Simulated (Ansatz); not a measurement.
## BAs, one cell by several methods

```
CELL_PARAMETERS angstrom
0.00000 2.40963 2.40963
2.40963 0.00000 2.40963
2.40963 2.40963 0.00000
ATOMIC_POSITIONS crystal
B 0.75000 0.75000 0.75000
As 0.00000 0.00000 0.00000
```

Atom numbers follow the list: B1, As2.

Conventional cell: a = 4.819 Å, b = 4.819 Å, c = 4.819 Å, α = 90.00°, β = 90.00°, γ = 90.00°. Around B (atom 1) lie 4 As at 2.09 Å. As (atom 2) is surrounded by 4 B at 2.09 Å.

Structure from Materials Project entry mp-10044 (possibly hypothetical), not relaxed further.

All numbers are computed: DFT, LDA, PAW with Ansatz's default frozen-core files, scalar-relativistic (Ansatz 0.2.0); DFT, LDA, all-electron PAW with datasets made for the crystal, scalar-relativistic (Ansatz 0.2.0); DFT, LDA, all-electron LAPW, scalar-relativistic (Ansatz 0.2.0).

For PAW: a Γ-centred 11×11×11 k mesh, Fermi–Dirac smearing of 0.01 eV, cutoff 420 eV, no spin polarisation; the PAW files were made with PBE, and the program remakes their frozen cores for this functional. The crystal-made all-electron datasets (AE datasets) take a cutoff of 240 eV at this cell. LAPW targets a basis error of 1 meV/atom. The Ansatz runs share mesh, smearing and spin set-up. Plane-wave (PAW) pressures include the program's estimate of the Pulay term.

Stress and pressure are positive in compression.

Levels count from the top of the valence band.

```json
{"quantity": "pressure (GPa)", "PAW": "-7.19", "AE datasets": "-7.19", "LAPW": "-7.19"}
{"quantity": "band gap (eV)", "PAW": "1.153", "AE datasets": "1.167", "LAPW": "1.155"}
{"quantity": "highest filled level at Γ (eV)", "PAW": "0.000", "AE datasets": "0.000", "LAPW": "0.000"}
{"quantity": "lowest empty level at Γ (eV)", "PAW": "3.220", "AE datasets": "3.222", "LAPW": "3.222"}
{"quantity": "highest filled level at W (eV)", "PAW": "-5.047", "AE datasets": "-5.046", "LAPW": "-5.047"}
{"quantity": "lowest empty level at W (eV)", "PAW": "5.190", "AE datasets": "5.192", "LAPW": "5.192"}
{"quantity": "highest filled level at U (eV)", "PAW": "-3.383", "AE datasets": "-3.382", "LAPW": "-3.382"}
{"quantity": "lowest empty level at U (eV)", "PAW": "2.001", "AE datasets": "2.003", "LAPW": "2.003"}
```

PAW's pressure differs from the LAPW value by about 0.01 GPa or less.
